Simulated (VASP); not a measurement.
# GeSe (Pnma) in VASP: relaxation of cell and atoms with PBE+D3(BJ)

Aim: the relaxation of cell and atoms of GeSe with PBE+D3(BJ).

All numbers are computed with VASP 6.6.1; they aren't measurements. Logs are shortened: lines on timing, memory, paths and dates and some standing lists are left out, and cuts for length are marked.

**1. Starting point**

It takes space group Pnma (No. 62, orthorhombic). Conventional cell: a = 10.960 Å, b = 3.882 Å, c = 4.423 Å, α = 90.00°, β = 90.00°, γ = 90.00°. Around Ge (site symmetry m) lie 3 Se at 2.59 to 2.60 Å. Se (site symmetry m) has 3 Ge at 2.59 to 2.60 Å as nearest neighbours.

**2. Relaxation of cell and atoms, PBE+D3(BJ)**

The input, INCAR:

```
SYSTEM = GeSe
PREC = Accurate ; ENCUT = 600
EDIFF = 1E-7 ; ISMEAR = 0
SIGMA = 0.03 ; LREAL = .FALSE.
LASPH = .TRUE. ; NELM = 80
ALGO = Normal ; ISIF = 3
LWAVE = .FALSE. ; LCHARG = .FALSE.
GGA = PE ; IVDW = 12
IBRION = 2 ; NSW = 90
EDIFFG = -0.005 ; KPAR = 2
```

The input, KPOINTS:

```
regular mesh
0
G
  4 8 6
  0 0 0
```

The input, POSCAR:

```
GeSe                                    
1.0
   10.9597312277      0.0000000000      0.0000000000
    0.0000000000      3.8818044229     -0.0000000000
    0.0000000000      0.0000000000      4.4231579862
  Ge              Se            
     4     4
Direct
     0.1229307963722750    0.7500000000000000    0.8900955645023154
     0.6229307963722749    0.7500000000000000    0.6099044354976846
     0.3770692036277251    0.2500000000000000    0.3900955645023150
     0.8770692036277251    0.2500000000000000    0.1099044354976848
     0.8545026892558046    0.7500000000000000    0.4986494640032458
     0.3545026892558044    0.7500000000000000    0.0013505359967543
     0.6454973107441954    0.2500000000000000    0.9986494640032455
     0.1454973107441957    0.2500000000000000    0.5013505359967545
```

Potentials or basis: VASP PAW PBE potentials, release 64 (Ge_d, Se).

The run is started by

```bash
> cat potpaw_PBE.64/Ge_d/POTCAR potpaw_PBE.64/Se/POTCAR > POTCAR
> mpirun -np 2 vasp_std > vasp.out
```

OUTCAR:

```text
SYSTEM = GeSe
   PREC = Accurate
   ENCUT = 600
   EDIFF = 1E-7
   ISMEAR = 0
   LREAL = .FALSE.
   LASPH = .TRUE.
   NELM = 80
   ISIF = 3
   GGA = PE
   IVDW = 12
   IBRION = 2
   NSW = 90
   EDIFFG = -0.005
 IVDW          = 12

 ion  position               nearest neighbor table
   1  0.123  0.750  0.890-   6 2.59   8 2.60   8 2.60
   2  0.623  0.750  0.610-   5 2.59   7 2.60   7 2.60
   3  0.377  0.250  0.390-   8 2.59   6 2.60   6 2.60
   4  0.877  0.250  0.110-   7 2.59   5 2.60   5 2.60
   5  0.855  0.750  0.499-   2 2.59   4 2.60   4 2.60
   6  0.355  0.750  0.001-   1 2.59   3 2.60   3 2.60
   7  0.645  0.250  0.999-   4 2.59   2 2.60   2 2.60
   8  0.145  0.250  0.501-   3 2.59   1 2.60   1 2.60

  LATTYP: Found a simple orthorhombic cell.
 ALAT       =     3.8818044229
 B/A-ratio  =     1.1394592577
 C/A-ratio  =     2.8233599722

  Lattice vectors:

 A1 = (   0.0000000000,   3.8818044229,   0.0000000000)
 A2 = (   0.0000000000,   0.0000000000,   4.4231579862)
 A3 = (  10.9597312277,   0.0000000000,   0.0000000000)

Analysis of symmetry for initial positions (statically):
=====================================================================
 Subroutine PRICEL returns:
 Original cell was already a primitive cell.

 Routine SETGRP: Setting up the symmetry group for a
 simple orthorhombic supercell.

 Subroutine GETGRP returns: Found  8 space group operations
 (whereof  2 operations were pure point group operations)
 out of a pool of  8 trial point group operations.

The static configuration has the point symmetry S_2 .
 The point group associated with its full space group is D_2h.

Analysis of symmetry for dynamics (positions and initial velocities):
=====================================================================
 Subroutine PRICEL returns:
 Original cell was already a primitive cell.

 Routine SETGRP: Setting up the symmetry group for a
 simple orthorhombic supercell.

 Subroutine GETGRP returns: Found  8 space group operations
 (whereof  2 operations were pure point group operations)
 out of a pool of  8 trial point group operations.

The dynamic configuration has the point symmetry S_2 .
 The point group associated with its full space group is D_2h.

 Subroutine INISYM returns: Found  8 space group operations
 (whereof  2 operations are pure point group operations),
 and found     1 'primitive' translations

----------------------------------------------------------------------------------------

                                     Primitive cell

  volume of cell :     188.1768

  direct lattice vectors                    reciprocal lattice vectors
    10.959731228  0.000000000  0.000000000     0.091243113  0.000000000  0.000000000
     0.000000000  3.881804423  0.000000000     0.000000000  0.257612154  0.000000000
     0.000000000  0.000000000  4.423157986     0.000000000  0.000000000  0.226082813

  length of vectors
    10.959731228  3.881804423  4.423157986     0.091243113  0.257612154  0.226082813

  position of ions in fractional coordinates (direct lattice)
     0.122930796  0.750000000  0.890095565
     0.622930796  0.750000000  0.609904435
     0.377069204  0.250000000  0.390095565
     0.877069204  0.250000000  0.109904435
     0.854502689  0.750000000  0.498649464
     0.354502689  0.750000000  0.001350536
     0.645497311  0.250000000  0.998649464
     0.145497311  0.250000000  0.501350536

  ion indices of the primitive-cell ions
   primitive index   ion index
                 1           1
                 2           2
                 3           3
                 4           4
                 5           5
                 6           6
                 7           7
                 8           8

----------------------------------------------------------------------------------------

 KPOINTS: regular mesh

Automatic generation of k-mesh.
 Grid dimensions read from file:
 generate k-points for:    4    8    6

 Generating k-lattice:

  Cartesian coordinates                     Fractional coordinates (reciprocal lattice)
     0.022810778  0.000000000  0.000000000     0.250000000  0.000000000  0.000000000
     0.000000000  0.032201519  0.000000000     0.000000000  0.125000000  0.000000000
     0.000000000  0.000000000  0.037680469     0.000000000  0.000000000  0.166666667

  Length of vectors
     0.022810778  0.032201519  0.037680469

  Shift w.r.t. Gamma in fractional coordinates (k-lattice)
     0.000000000  0.000000000  0.000000000

 Subroutine IBZKPT returns following result:
 ===========================================

 Found     60 irreducible k-points:

 Following reciprocal coordinates:
            Coordinates               Weight
  0.000000  0.000000  0.000000      1.000000
  0.250000  0.000000  0.000000      2.000000
  0.500000  0.000000  0.000000      1.000000
  0.000000  0.125000  0.000000      2.000000
  0.250000  0.125000  0.000000      4.000000
  0.500000  0.125000  0.000000      2.000000
[... 16 lines left out ...]
  0.250000  0.250000  0.166667      8.000000
  0.500000  0.250000  0.166667      4.000000
 [... further k-points ...]
   k-points           NKPTS =     60   k-points in BZ     NKDIM =     60   number of bands    NBANDS=     48
   number of dos      NEDOS =    301   number of ions     NIONS =      8
   total plane-waves  NPLWV = 103680
   dimension x,y,z NGX =    90 NGY =   32 NGZ =   36
   dimension x,y,z NGXF=   180 NGYF=   64 NGZF=   72
   ions per type =               4   4
   NGX,Y,Z   is equivalent  to a cutoff of  13.65, 13.70, 13.53 a.u.
   NGXF,Y,Z  is equivalent  to a cutoff of  27.30, 27.41, 27.06 a.u.
 SYSTEM =  GeSe
   PREC   = accura    normal or accurate (medium, high low for compatibility)
   ISTART =      0    job   : 0-new  1-cont  2-samecut
   ICHARG =      2    charge: 1-file 2-atom 10-const
   ISPIN  =      1    spin polarized calculation?
   LNONCOLLINEAR =      F non collinear calculations
   LSORBIT =      F    spin-orbit coupling
   LASPH  =      T    aspherical Exc in radial PAW
   ENCUT  =  600.0 eV  44.10 Ry    6.64 a.u.  21.89  7.75  8.83*2*pi/ulx,y,z
   NELM   =     80;   NELMIN=  2; NELMDL= -5     # of ELM steps
   EDIFF  = 0.1E-06   stopping-criterion for ELM
   LREAL  =      F    real-space projection
   EDIFFG = -.5E-02   stopping-criterion for IOM
   NSW    =     90    number of steps for IOM
   IBRION =      2    ionic relax: 0-MD 1-quasi-New 2-CG
   NFREE  =      1    steps in history (QN), initial steepest desc. (CG)
   ISIF   =      3    stress and relaxation
   ISYM   =      2    0-nonsym 1-usesym 2-fastsym
   POTIM  = 0.5000    time-step for ionic-motion
   TEBEG  =    0.0;   TEEND  =   0.0 temperature during run
   PSTRESS=    0.0 pullay stress
   NELECT =      80.0000    total number of electrons
   NUPDOWN=      -1.0000    fix difference up-down
   EMIN   =  10.00;   EMAX   =-10.00  energy-range for DOS
   EFERMI =   0.00;   METHOD = LEGACY
   ISMEAR =     0;   SIGMA  =   0.03  broadening in eV -4-tet -1-fermi 0-gaus
   EFERMI_NEDOS =   21; number of points for ismear=-14 and -15
   IALGO  =     38    algorithm
   IMIX   =      4    mixing-type and parameters
     AMIX     =   0.40;   BMIX     =  1.00
     AMIX_MAG =   1.60;   BMIX_MAG =  1.00
  volume/ion in A,a.u.               =      23.52       158.73
  Fermi-wavevector in a.u.,A,eV,Ry     =   1.230976  2.326207 20.616925  1.515301
  Thomas-Fermi vector in A             =   2.365803
   LORBIT       =      0    0 simple, 1 ext, 2 COOP (PROOUT), +10 PAW based schemes
   GGA     = PE    functional components
   LHFCALC =     F    Hartree Fock is set to
   AEXX    =    0.0000 exact exchange contribution
   IVDW    =    12    specifies the selected vdW correction
   LEPSILON=     F    determine dielectric tensor
   LRPA    =     F    only Hartree local field effects (RPA)
 conjugate gradient relaxation of ions
 non-spin polarized calculation
 Gauss-broadening in eV      SIGMA  =   0.03
  energy-cutoff  :      600.00
  volume of cell :      188.18
 maximum number of plane-waves:      6328
 NGX is ok and might be reduce to    90
   NGX = 43   NGY = 15   NGZ = 17

--------------------------------------- Ionic step        1  -------------------------------------------

 number of electron      80.0000057 magnetization

 Free energy of the ion-electron system (eV)
  ---------------------------------------------------
  ext. energy  EPLUGINS =         0.00000000
  ---------------------------------------------------
  free energy    TOTEN  =       -33.85515526 eV

  energy without entropy =      -33.85515526  energy(sigma->0) =      -33.85515526

------------------------ aborting loop because EDIFF is reached ----------------------------------------

 Edisp (eV)   -2.86352

 E8    (eV) :    -1.2307

  FORCE on cell =-STRESS in cart. coord.  units (eV):
  Direction    XX          YY          ZZ          XY          YZ          ZX
  --------------------------------------------------------------------------------------
  -------------------------------------------------------------------------------------
  Total      -0.01834     0.00340     0.01033     0.00000     0.00000     0.00000
  in kB      -0.15618     0.02898     0.08792     0.00000     0.00000     0.00000
  external pressure =       -0.01 kB  Pullay stress =        0.00 kB
[... 115 lines left out ...]
  FREE ENERGIE OF THE ION-ELECTRON SYSTEM (eV)
  ---------------------------------------------------
  free  energy   TOTEN  =       -36.7187934711 eV

  energy  without entropy=      -36.7187934711  energy(sigma->0) =      -36.71879347

[... ionic steps 4 to 18 ...]

--------------------------------------- Ionic step       19  -------------------------------------------

 number of electron      80.0000046 magnetization

------------------------ aborting loop because EDIFF is reached ----------------------------------------

 Edisp (eV)   -2.86374

 E8    (eV) :    -1.2308
[... 81 lines left out ...]
  energy  without entropy=      -36.7191421437  energy(sigma->0) =      -36.71914214

--------------------------------------- Ionic step       21  -------------------------------------------

 number of electron      80.0000047 magnetization

 Free energy of the ion-electron system (eV)
  ---------------------------------------------------
  ext. energy  EPLUGINS =         0.00000000
  ---------------------------------------------------
  free energy    TOTEN  =       -33.85547482 eV

  energy without entropy =      -33.85547482  energy(sigma->0) =      -33.85547482

 E-fermi :   4.3117     XC(G=0):  -9.8236

 val. band max:        4.1395494003   @ k =   0.0000   0.0000   0.3333
 cond. band min:       4.8500805823   @ k =   0.0000   0.0000   0.0000
 fundamental gap:      0.7105311819
 Fermi energy:         4.3116786801

 k-point     1 :       0.0000    0.0000    0.0000
  band No.  band energies     occupation
      1     -20.4416      2.00000
      2     -20.4397      2.00000
      3     -20.4389      2.00000
      4     -20.4377      2.00000
      5     -20.4374      2.00000
      6     -20.4373      2.00000
[... 1213 lines left out ...]
     47       7.6796      0.00000
     48       7.6796      0.00000

 [... further k-points ...]

------------------------ aborting loop because EDIFF is reached ----------------------------------------

 Edisp (eV)   -2.86368

 E8    (eV) :    -1.2308

  FORCE on cell =-STRESS in cart. coord.  units (eV):
  Direction    XX          YY          ZZ          XY          YZ          ZX
  --------------------------------------------------------------------------------------
  -------------------------------------------------------------------------------------
  Total      -0.00491    -0.01417     0.00307     0.00000    -0.00000     0.00000
  in kB      -0.04182    -0.12061     0.02612     0.00000    -0.00000     0.00000
  external pressure =       -0.05 kB  Pullay stress =        0.00 kB
[... 23 lines left out ...]
  FREE ENERGIE OF THE ION-ELECTRON SYSTEM (eV)
  ---------------------------------------------------
  free  energy   TOTEN  =       -36.7191508280 eV

  energy  without entropy=      -36.7191508280  energy(sigma->0) =      -36.71915083

 reached required accuracy - stopping structural energy minimisation
```

Wall time 41 min (2 MPI ranks of Intel Xeon Platinum 8488C (Sapphire Rapids), shared host); peak memory 0.67 GiB.

Results:

```yaml
Free_energy: -36.7192 eV
Energy_gained_by_relaxing: 0.1 meV/atom
Ionic_steps: 21
Pressure_after_relaxing: 0.0 GPa
Largest_force_after_relaxing: 0.004 eV/Å
Band_gap_on_the_k_mesh: 0.71 eV, indirect (least direct gap 0.92 eV)
Dispersion_energy_per_atom: -0.358 eV
```

Forces on the atoms (eV/Å):
```
Ge  -0.004  0.000 -0.001
Ge  -0.004  0.000  0.001
Ge   0.004  0.000 -0.001
Ge   0.004  0.000  0.001
Se  -0.001  0.000  0.001
Se  -0.001  0.000 -0.001
Se   0.001  0.000  0.001
Se   0.001  0.000 -0.001
```

The path:
| step | energy change (eV) | largest force (eV/Å) | pressure (GPa) | volume (Å³) |
| --- | --- | --- | --- | --- |
| 1 | 0.0000 | 0.0099 | 0.00 | 188.18 |
| 2 | 0.0000 | 0.0092 | 0.01 | 188.17 |
| 3 | -0.0001 | 0.0098 | 0.02 | 188.16 |
| 4 | -0.0001 | 0.0119 | 0.04 | 188.12 |
| 5 | -0.0002 | 0.0111 | 0.03 | 188.14 |
| 6 | -0.0002 | 0.0102 | 0.02 | 188.15 |
| 7 | -0.0002 | 0.0076 | 0.00 | 188.20 |
| 8 | -0.0003 | 0.0051 | -0.04 | 188.29 |
| 9 | -0.0003 | 0.0058 | -0.06 | 188.33 |
| 10 | -0.0003 | 0.0082 | -0.03 | 188.27 |
| 11 | -0.0003 | 0.0117 | 0.01 | 188.18 |
| 12 | -0.0004 | 0.0107 | 0.02 | 188.18 |
| 13 | -0.0004 | 0.0081 | 0.01 | 188.17 |
| 14 | -0.0004 | 0.0062 | 0.01 | 188.16 |
| 15 | -0.0004 | 0.0062 | -0.02 | 188.22 |
| 16 | -0.0004 | 0.0063 | -0.03 | 188.24 |
| 17 | -0.0005 | 0.0058 | 0.01 | 188.19 |
| 18 | -0.0005 | 0.0057 | 0.03 | 188.18 |
| 19 | -0.0005 | 0.0059 | 0.01 | 188.18 |
| 20 | -0.0005 | 0.0057 | 0.01 | 188.18 |
| 21 | -0.0005 | 0.0039 | 0.00 | 188.19 |

Final structure:
```
Ge Se
1.0
    10.96559    0.00000    0.00000
     0.00000    3.88277    0.00000
     0.00000    0.00000    4.42005
Ge Se
4 4
Cartesian
  1.3531 2.9121 3.9229
  6.8359 2.9121 2.7072
  4.1297 0.9707 1.7128
  9.6125 0.9707 0.4972
  9.3744 2.9121 2.2182
  3.8916 2.9121 4.4118
  7.0740 0.9707 0.0082
  1.5912 0.9707 2.2018
```

Levels at points of the mesh, in eV from the valence-band top:
```tsv
k point	band 38	band 39	band 40	band 41	band 42	band 43
(0.00, 0.00, 0.00)	-1.09	-0.84	-0.21	0.71	2.65	2.68
(0.50, 0.00, 0.00)	-1.69	-0.46	-0.46	2.37	2.37	2.41
(0.00, 0.50, 0.00)	-1.38	-1.17	-1.17	1.10	1.10	1.20
(0.50, 0.50, 0.00)	-1.50	-1.50	-1.50	1.48	1.48	1.48
(0.00, 0.00, 0.50)	-0.96	-0.39	-0.39	1.22	1.22	1.92
(0.50, 0.00, 0.50)	-0.58	-0.53	-0.53	1.26	1.26	1.91
(0.00, 0.50, 0.50)	-2.18	-1.50	-1.50	2.84	2.84	3.25
(0.50, 0.50, 0.50)	-1.48	-1.48	-1.48	2.57	2.57	2.57
```
